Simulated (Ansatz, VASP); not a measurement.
# One calculation of WC (Qusongite), two programs

```
W C
1.0
     2.90650    0.00000    0.00000
    -1.45325    2.51710    0.00000
     0.00000    0.00000    2.83660
W C
1 1
Direct
  0.00000 0.00000 0.00000
  0.66667 0.33333 0.50000
```

Alike in both runs: task single point; functional PBE; k mesh 14 × 14 × 12; no spin polarisation.

|  | VASP | Ansatz |
| --- | --- | --- |
| version | VASP 6.6.1 | Ansatz 0.2.0 |
| potentials or method | VASP PAW PBE potentials, release 64 (W_sv, C) | plane waves, PAW |
| plane-wave cutoff (eV) | 520 | 520 |
| occupations | methfessel-paxton of order 1, width 0.1 eV | cold, width 0.1 eV |
| valence electrons in the cell | 18 | 18 |

|  | VASP | Ansatz | Ansatz less VASP |
| --- | --- | --- | --- |
| pressure (GPa) | 6.8 | 5.6 | -1.17 |
| largest component of the traceless stress (GPa) | 0.16 | 0.05 | -0.110 |

The runs have no spin-orbit coupling, so splittings on W are missing.
